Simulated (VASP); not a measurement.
**Al16N15 (a cell with a defect): single point with HSE06**

Crystal: Al16N15 (a cell with a defect).

```xyz
31
Lattice="6.2200 0.0000 0.0000 -3.1100 5.3867 0.0000 0.0000 0.0000 9.9600" Properties=species:S:1:pos:R:3 pbc="T T T"
Al    1.5484    0.8997    9.8625
Al    1.5481    0.9032    4.9987
Al    0.0028    3.5994    9.9517
Al   -0.0014    3.6010    4.9892
Al    4.6587    0.8885    9.9518
Al    4.6585    0.8976    4.9897
Al    3.0926    3.5993    9.9519
Al    3.0971    3.6000    4.9896
Al   -0.0371    1.8172    2.5035
Al   -0.0086    1.8014    7.4656
Al   -1.5638    4.4630    2.5029
Al   -1.5618    4.4864    7.4665
Al    3.1306    1.8182    2.5047
Al    3.1084    1.7996    7.4674
Al    1.5460    4.4948    2.5116
Al    1.5497    4.4927    7.4651
N     1.5493    0.8998    6.8990
N    -0.0018    3.6007    1.8969
N    -0.0088    3.5934    6.8868
N     4.6558    0.8949    1.8973
N     4.6606    0.9051    6.8871
N     3.0942    3.6013    1.8969
N     3.1064    3.5912    6.8873
N     0.0005    1.7978    4.3809
N    -0.0078    1.7992    9.3932
N    -1.5626    4.5031    4.3808
N    -1.5625    4.4888    9.3933
N     3.0960    1.7972    4.3819
N     3.1056    1.7983    9.3944
N     1.5476    4.4953    4.3973
N     1.5478    4.4915    9.3690
```

```yaml
Program: VASP 6.6.1
Task: single point
Functional: HSE06
Potentials_or_basis: VASP PAW PBE potentials, release 64 (Al, N)
Cutoff: 450 eV
k_mesh: 2 × 2 × 2
Occupations: gaussian, width 0.03 eV
Spin: collinear spin, ferromagnetic start
Fixed_moment: 0 μB
Dq: 1
Grid_for_exact_exchange_PRECFOCK: Fast
Screening_parameter: 0.2 1/A
Further_INCAR_settings: LREAL = Auto; ALGO = Damped; EDIFF = 0.0001; ISYM = -1; NELECT = 122.0
```

* Largest force: 0.162 eV/Å
* Net moment: 0.00 μB per cell
* Valence electrons inside the program's atomic spheres: Al 0.86, 0.87, 0.84; N 3.85, 3.86

Forces on the atoms (eV/Å):
```
Al  -0.002  0.005 -0.156
Al   0.002 -0.002  0.011
Al   0.001  0.005  0.004
Al   0.002 -0.010  0.017
Al  -0.001  0.008  0.010
Al   0.002 -0.011  0.016
Al  -0.002  0.000  0.006
Al  -0.006  0.001  0.016
Al  -0.122  0.077  0.060
Al  -0.008  0.008 -0.001
Al   0.007 -0.151  0.059
Al   0.007  0.003 -0.013
Al   0.125  0.071  0.046
Al   0.001  0.008 -0.020
Al   0.007 -0.009  0.005
Al  -0.009 -0.009  0.017
N    0.000  0.011  0.006
N   -0.031 -0.026  0.021
N   -0.005 -0.005 -0.015
N    0.016  0.044  0.017
N   -0.016  0.002 -0.014
N    0.036 -0.032  0.027
N    0.005  0.007 -0.016
N    0.012 -0.012 -0.050
N    0.046 -0.029  0.031
N   -0.001  0.015 -0.053
N    0.005  0.063  0.027
N   -0.019 -0.009 -0.056
N   -0.059 -0.020  0.017
N    0.005 -0.003 -0.020
N    0.002  0.002  0.001
```

It took 10 min on 4 MPI ranks on Intel(R) Xeon(R) 6975P-C (Granite Rapids), on a shared host, peak memory 0.7 GiB a rank.

Caveat: the k mesh is coarse (spacing up to 0.58 Å⁻¹), so the values aren't converged, least of all with exact exchange; the moment is held away from its start; the PAW data sets were made with another functional, which shifts forces and pressure a little; the total moment is fixed, so each spin has its own Fermi level.
